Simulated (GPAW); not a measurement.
# Magnetic state of Co3 Ru8 Co3 0001 from several starts

A self-consistent run ends on one state, which hangs on the start. Several orders of Co3 Ru8 Co3 0001 are started in GPAW and their energies compared.

Method: PBE; plane waves with GPAW's PAW setups, scalar-relativistic, in GPAW 26.7.0.

### 1. Starting point

The cell holds 14 atoms: 6 Co and 8 Ru. Cell: a = 2.706 Å, b = 2.706 Å, c = 37.909 Å, α = 90.0°, β = 90.0°, γ = 120.0°. ideal sites on the substrate's mesh, layer spacings from atomic volumes, unrelaxed, 12 A of vacuum. Vacuum lies along c.

### 2. Order 1, typed as ferro ++++++

Parallel moments need no larger cell; this start tests for a ferromagnetic state only.

Contents of order1.py:

```python
import json
import numpy as np
from ase import Atoms
from ase.parallel import paropen, parprint
from gpaw import GPAW

atoms = Atoms(['Co', 'Co', 'Co', 'Ru', 'Ru', 'Ru', 'Ru', 'Ru', 'Ru', 'Ru', 'Ru', 'Co', 'Co', 'Co'],
    cell=[[2.706, 0.0, 0.0],
         [-1.353, 2.343465, 0.0],
         [0.0, 0.0, 37.909]],
    scaled_positions=[[0.0, 0.0, 0.158274],
         [0.333333, 0.666667, 0.204447],
         [0.0, 0.0, 0.250621],
         [0.333333, 0.666667, 0.301994],
         [0.0, 0.0, 0.358567],
         [0.333333, 0.666667, 0.41514],
         [0.0, 0.0, 0.471713],
         [0.333333, 0.666667, 0.528287],
         [0.0, 0.0, 0.58486],
         [0.333333, 0.666667, 0.641433],
         [0.0, 0.0, 0.698006],
         [0.333333, 0.666667, 0.749379],
         [0.0, 0.0, 0.795553],
         [0.333333, 0.666667, 0.841726]],
    pbc=True,
    magmoms=[1.8, 1.8, 1.8, 0.0, 0.0, 0.0, 0.0, 0.0, 0.0, 0.0, 0.0, 1.8, 1.8, 1.8])
atoms.calc = GPAW(mode={'name': 'pw', 'ecut': 450},
    xc='PBE',
    kpts={'size': (20, 20, 1), 'gamma': True},
    occupations={'name': 'fermi-dirac', 'width': 0.05},
    convergence={'density': 1e-05, 'energy': 1e-05},
    maxiter=250,
    mixer={'name': 'pulay', 'beta': 0.03, 'nmaxold': 8, 'weight': 100},
    symmetry={'tolerance': 1e-4},
    txt='order1.txt')
e = atoms.get_potential_energy(force_consistent=True)
res = {'free_energy': e, 'energy_sigma0': atoms.get_potential_energy(), 'fermi_energy': atoms.calc.get_fermi_level()}
res['moments'] = atoms.get_magnetic_moments().tolist()
res['total'] = atoms.get_magnetic_moment()
parprint('site moments (muB):', np.round(res['moments'], 3))
parprint(f"total moment: {res['total']:.3f} muB")
parprint(f'free energy: {e:.6f} eV')
atoms.calc.write('order1.gpw')
with paropen('results.json', 'w') as f:
    json.dump(res, f)
```

The run is started by

```bash
$ OMP_NUM_THREADS=1 mpirun -n 4 gpaw python order1.py > order1.log
```

Numbers of over 12 decimals in the logs are rounded to 6 here.

Log:

```text
site moments (muB): [ 1.828  1.723  1.353 -0.005 -0.03   0.013 -0.003 -0.003  0.013 -0.03
 -0.005  1.353  1.723  1.828]
total moment: 9.510 muB
free energy: -120.949604 eV

--- order1.txt ---
Input parameters:
  mode=PW(ecut=450),
  convergence={'density': 1e-05, 'energy': 1e-05},
  kpts=MonkhorstPack(size=(20, 20, 1), gamma=True),
  maxiter=250,
  mixer=Pulay(name='pulay', nmaxold=8, beta=0.03, weight=100, sigma=0.015, g_ss=None),
  occupations=Occupations(name='fermi-dirac', width=0.05),
  symmetry=Symmetry(tolerance=0.0001),
  xc=XC(name='PBE')

Diagonalizing LCAO Hamiltonian
Converting LCAO to pw mode

        Co

       Co
        Co

       Ru

        Ru

       Ru

        Ru

       Ru

        Ru

       Ru

        Ru

       Co
        Co

       Co

Atoms  # Å, Bohr magnetons
|    | symbol |         x |        y |         z |    initial magnetic moments |
|----|--------|-----------|----------|-----------|-----------------------------|
|  0 |     Co |  0.000000 | 0.000000 |  6.000009 | ( 0.0000,  0.0000,  1.8000) |
|  1 |     Co | -0.000001 | 1.562311 |  7.750381 | ( 0.0000,  0.0000,  1.8000) |
|  2 |     Co |  0.000000 | 0.000000 |  9.500791 | ( 0.0000,  0.0000,  1.8000) |
|  3 |     Ru | -0.000001 | 1.562311 | 11.448291 | ( 0.0000,  0.0000,  0.0000) |
|  4 |     Ru |  0.000000 | 0.000000 | 13.592916 | ( 0.0000,  0.0000,  0.0000) |
|  5 |     Ru | -0.000001 | 1.562311 | 15.737542 | ( 0.0000,  0.0000,  0.0000) |
|  6 |     Ru |  0.000000 | 0.000000 | 17.882168 | ( 0.0000,  0.0000,  0.0000) |
|  7 |     Ru | -0.000001 | 1.562311 | 20.026832 | ( 0.0000,  0.0000,  0.0000) |
|  8 |     Ru |  0.000000 | 0.000000 | 22.171458 | ( 0.0000,  0.0000,  0.0000) |
|  9 |     Ru | -0.000001 | 1.562311 | 24.316084 | ( 0.0000,  0.0000,  0.0000) |
| 10 |     Ru |  0.000000 | 0.000000 | 26.460709 | ( 0.0000,  0.0000,  0.0000) |
| 11 |     Co | -0.000001 | 1.562311 | 28.408209 | ( 0.0000,  0.0000,  1.8000) |
| 12 |     Co |  0.000000 | 0.000000 | 30.158619 | ( 0.0000,  0.0000,  1.8000) |
| 13 |     Co | -0.000001 | 1.562311 | 31.908991 | ( 0.0000,  0.0000,  1.8000) |

Unit cell  # Å
| periodic |         x |        y |         z |   lengths |     angles |
|----------|-----------|----------|-----------|-----------|------------|
|      yes |  2.706000 | 0.000000 |  0.000000 |  2.706000 |  90.000000 |
|      yes | -1.353000 | 2.343465 |  0.000000 |  2.706000 |  90.000000 |
|      yes |  0.000000 | 0.000000 | 37.909000 | 37.909000 | 119.999997 |

Number of symmetries: 6

BZ-sampling:
  Number of BZ points: 400
  Number of IBZ points: 44

  Monkhorst-Pack size: [20, 20, 1]
  Monkhorst-Pack shift: [0.025, 0.025, 0.0]

K-points  # in reciprocal-cell coordinates
|     |                                coordinates |     weight |
|-----|--------------------------------------------|------------|
|   0 | ( -0.00000000,  -0.00000000,   0.00000000) | 0.00250000 |
|   1 | (  0.05000000,  -0.00000000,   0.00000000) | 0.01500000 |
|   2 | (  0.10000000,  -0.05000000,   0.00000000) | 0.01500000 |
|   3 | (  0.10000000,  -0.00000000,   0.00000000) | 0.01500000 |
|   4 | (  0.15000000,  -0.05000000,   0.00000000) | 0.03000000 |
|   5 | (  0.15000000,  -0.00000000,   0.00000000) | 0.01500000 |
|   6 | (  0.20000000,  -0.10000000,   0.00000000) | 0.01500000 |
|   7 | (  0.20000000,  -0.05000000,   0.00000000) | 0.03000000 |
|   8 | (  0.20000000,  -0.00000000,   0.00000000) | 0.01500000 |
|   9 | (  0.25000000,  -0.10000000,   0.00000000) | 0.03000000 |
| ... |                                            |            |
|  43 | (  0.50000000,   0.50000000,   0.00000000) | 0.00750000 |

Plane wave coefficients: 5267
Cutoff: 450.000000 eV

Spin-components: 2 (collinear spins)
Bands:           120
Projectors:      84
Spin-degeneracy: 1
Datatype:        complex128

Parallelization:
  kpt:    4
  domain: 1
  band:   1

Density:
  Valence electrons: 182.0
  Components: 2
  Grid points: [ 14  14 189]
  Charge: 0.0  # |e|

Potential:
  Grid points: [ 14  14 189]

species:
  Co:
    name:    Cobalt
    Z:       27.0
    valence: 9
    core:    18
    charge:  0.0  # [|e|]
    compensation charges:
      type: gauss
      rc: 0.32  # [Å]
      lmax: 2
    cutoffs:
      filter: 1.87  # [Å]
      core: 2.55  # [Å]
    projectors
    | kind |    occ | energy [eV] | rcut [Å] |
    |------|--------|-------------|----------|
    |   4s |  2.000 |      -5.469 |    1.005 |
    |   4p |  0.000 |      -1.277 |    1.058 |
    |   3d |  7.000 |      -8.205 |    1.005 |
    |    s |        |      21.742 |    1.005 |
    |    p |        |      25.934 |    1.058 |
    |    d |        |      19.007 |    1.005 |

    Using partial waves for Co as LCAO basis

  Ru:
    name:    Ruthenium
    Z:       44.0
    valence: 16
    core:    28
    charge:  0.0  # [|e|]
    compensation charges:
      type: gauss
      rc: 0.39  # [Å]
      lmax: 2
    cutoffs:
      filter: 2.16  # [Å]
      core: 1.30  # [Å]
    projectors
    | kind |    occ | energy [eV] | rcut [Å] |
    |------|--------|-------------|----------|
    |   4s |  2.000 |     -76.316 |    1.281 |
    |   5s |  1.000 |      -4.236 |    1.281 |
    |   4p |  6.000 |     -46.423 |    1.286 |
    |   5p |  0.000 |      -0.913 |    1.286 |
    |   4d |  7.000 |      -5.203 |    1.254 |
    |    d |        |      22.008 |    1.254 |

    Using partial waves for Ru as LCAO basis

Reference energy: -1213377.259297  # eV

eigensolver:
  PPCG
  Converge bands: occupied
  niter=2

density mixing:
  Pulay-Mixer
  Linear mixing parameters: 0.03
  Old densities: 8
  Fourier metric: weight=100, sigma=0.015

occupation numbers:
  Fermi-Dirac:
    width: 0.0500  # eV

poisson solver:
  ecut: 3600.000000  # eV

xc functional:
  name: PBE with 2 nearest neighbor stencil

convergence criteria:
- Maximum integral of absolute [dens]ity change: 1e-05 electrons / valence electron
- Maximum [total energy] change in last 3 cyles: 1e-05 eV / valence electron
- Maximum integral of absolute [eigenst]ate change: 4e-08 eV^2 / valence electron
maximum number of iterations: 250

SCF iterations
|iter     |      energy | eigst |  dens |  magmom |
|---------|-------------|-------|-------|---------|
|iter:   1|       0s | -151.277884 | +0.32 |       | +10.8160|
|iter:   2|      29s | -839.548117 | +1.13 | -0.67 | +10.5281|
|iter:   3|      57s | -140.891895 | +0.52 | -0.34 | +10.4854|
|iter:   4|      86s | -128.273806 | +0.19 | -0.78 | +10.4970|
|iter:   5|     114s | -139.842030 | -1.18 | -1.07 | +10.4882|
|iter:   6|     143s | -127.410246 | -2.20 | -0.78 | +10.4573|
|iter:   7|     171s | -125.573399 | -2.04 | -1.08 | +10.4467|
|iter:   8|     200s | -143.757637 | -1.36 | -1.09 | +10.3294|
|iter:   9|     229s | -128.105252 | -2.03 | -0.75 | +10.1893|
|iter:  10|     257s | -124.702312 | -2.63 | -0.97 | +10.1124|
[... 50 iterations left out ...]
|iter:  61|    1574s | -120.890057c| -7.94c| -4.39 |  +9.5069|
|iter:  62|    1588s | -120.890057c| -8.11c| -4.49 |  +9.5077|
|iter:  63|    1601s | -120.890059c| -8.18c| -4.58 |  +9.5082|
|iter:  64|    1615s | -120.890060c| -8.43c| -4.66 |  +9.5086|
|iter:  65|    1629s | -120.890060c| -8.57c| -4.72 |  +9.5088|
|iter:  66|    1642s | -120.890060c| -8.84c| -4.76 |  +9.5089|
|iter:  67|    1656s | -120.890060c| -8.76c| -4.78 |  +9.5092|
|iter:  68|    1670s | -120.890061c| -8.99c| -4.84 |  +9.5093|
|iter:  69|    1683s | -120.890059c| -8.77c| -4.91 |  +9.5094|
|iter:  70|    1697s | -120.890060c| -8.54c| -5.02c|  +9.5097|

Converged in 70 steps
Energy contributions relative to reference atoms: (reference = -1213377.259297)

Energy contributions:
  Kinetic:          34.439865
  Coulomb:         -54.453614
  Zero:              0.014069
  External:          0.000000
  Xc:             -100.830836
  Entropy:          -0.119088
  Spinorbit:         0.000000
  ----------------------------
  Free energy:    -120.949604
  Extrapolated:   -120.890060

dipole moment: (-48.794759, -40.859242, -0.000116)  # |e|*Ang

Total magnetic moment: (0.000000, 0.000000, 9.509742)

Local magnetic moments
|        x |        y |         z |
|----------|----------|-----------|
| 0.000000 | 0.000000 |  1.828084 |  # Co   0
| 0.000000 | 0.000000 |  1.722733 |  # Co   1
| 0.000000 | 0.000000 |  1.353263 |  # Co   2
| 0.000000 | 0.000000 | -0.005227 |  # Ru   3
| 0.000000 | 0.000000 | -0.030348 |  # Ru   4
| 0.000000 | 0.000000 |  0.013392 |  # Ru   5
| 0.000000 | 0.000000 | -0.003222 |  # Ru   6
| 0.000000 | 0.000000 | -0.003223 |  # Ru   7
| 0.000000 | 0.000000 |  0.013394 |  # Ru   8
| 0.000000 | 0.000000 | -0.030361 |  # Ru   9
| 0.000000 | 0.000000 | -0.005223 |  # Ru  10
| 0.000000 | 0.000000 |  1.353358 |  # Co  11
| 0.000000 | 0.000000 |  1.722755 |  # Co  12
| 0.000000 | 0.000000 |  1.828089 |  # Co  13

Fermi level: 7.776
Eigenvalues  # (at kpt = [-0.000, -0.000, 0.000])
| band index |      eig [eV] | occ [0-1] |      eig [eV] | occ [0-1] |
|------------|---------------|-----------|---------------|-----------|
|          0 |       -65.361 |     1.000 |       -65.362 |     1.000 |
|        ... |               |           |               |           |
|         91 |         6.595 |     1.000 |         7.696 |     0.832 |
|         92 |         6.759 |     1.000 |         7.759 |     0.587 |
|         93 |         6.759 |     1.000 |         7.792 |     0.422 |
|         94 |         6.983 |     1.000 |         7.792 |     0.422 |
|         95 |         7.000 |     1.000 |         7.953 |     0.028 |
|         96 |         7.000 |     1.000 |         8.111 |     0.001 |
|         97 |         7.077 |     1.000 |         8.111 |     0.001 |
|         98 |         7.077 |     1.000 |         8.323 |     0.000 |
|         99 |         7.245 |     1.000 |         8.323 |     0.000 |
|        100 |         7.245 |     1.000 |         8.489 |     0.000 |
|        101 |         7.670 |     0.893 |         8.489 |     0.000 |
|        102 |         7.672 |     0.888 |         8.541 |     0.000 |
|        103 |         7.672 |     0.888 |         8.698 |     0.000 |
|        104 |         8.121 |     0.001 |         8.698 |     0.000 |
|        105 |         8.121 |     0.001 |         8.757 |     0.000 |
|        ... |               |           |               |           |
|        119 |        14.596 |     0.000 |        14.750 |     0.000 |

No gap
No difference between direct/indirect transitions
```

Wall time 29 min (4 MPI ranks of Arm Neoverse V2, shared host); peak memory 2 GiB.

Spin moment in the augmentation sphere by atom:

```csv
atom,spin moment in the augmentation sphere (μB)
Co1,1.83
Co2,1.72
Co3,1.35
Ru4,-0.01
Ru5,-0.03
Ru6,0.01
Ru7,0.00
Ru8,0.00
Ru9,0.01
Ru10,-0.03
Ru11,-0.01
Co12,1.35
Co13,1.72
Co14,1.83
```

This step gave:

```
magnetization : 9.510 μB
final state   : ferromagnetic
```

After 70 cycles the largest moment stands at 1.83 μB.

[end of part 1 of 2]

[Logs and program files are shortened in this print: banners, set-up blocks, solver, clock and traceback lines can be left out without a mark of their own.]

[Logs are printed without paths, hosts, clocks, repeated set-up lines and the standing remarks that a program may print on its own settings, such as how far it seeks lower states.]

[Hosts, paths, dates, database ids (printed as entryN), source tags and the programs' standing remarks are cut or masked in the printed files.]

[Where a cell is said to come from a database of computed structures, the database is the Materials Project.]
